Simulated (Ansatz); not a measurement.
Crystal: Te2Mo.

```
Te Mo
1.0
     3.51820    0.00000    0.00000
    -1.75910    3.04685    0.00000
     0.00000    0.00000   13.97360
Te Mo
4 2
Cartesian
  1.7591 1.0156 5.2960
  0.0000 2.0312 12.2828
  1.7591 1.0156 1.6908
  0.0000 2.0312 8.6776
  1.7591 1.0156 10.4802
  0.0000 2.0312 3.4934
```

Base run:

- Program: Ansatz 0.2.0
- Functional: BLYP
- Potentials or basis: Ansatz PAW
- Cutoff: 420 eV (not typed: the program's choice for these potentials)
- k mesh: 9 × 9 × 2
- Occupations: fermi-dirac, width 0.05 eV
- Spin: no spin polarisation

Its results: band gap on the k mesh 0.82 eV, indirect (least direct gap 1.04 eV); pressure 9.1 GPa; largest force 0.460 eV/Å.

After a change of settings the same cell gave: band gap on the k mesh 0.80 eV, indirect (least direct gap 1.04 eV); pressure 4.3 GPa; largest force 0.234 eV/Å. Which change was it?
A. functional from BLYP to PBEsol
B. functional from BLYP to revPBE
C. functional from BLYP to r2SCAN; cutoff from 420 eV (not typed: the program's choice for these potentials) to 500 eV (not typed: the program's choice for these potentials)
D. functional from BLYP to LDA

B.

Caveats: the k mesh misses the band edges, so the gap on the mesh is wider than the one along the path; spin-orbit coupling is left out, which moves the levels of the heavy elements; this functional lacks dispersion, which binds the layers, so the pressure and a relaxed spacing across them are unreliable; the PAW data sets come from PBE, with cores solved anew for the run's functional, which leaves a small shift of forces and pressure.

Runs at the PBE level aren't shown here.
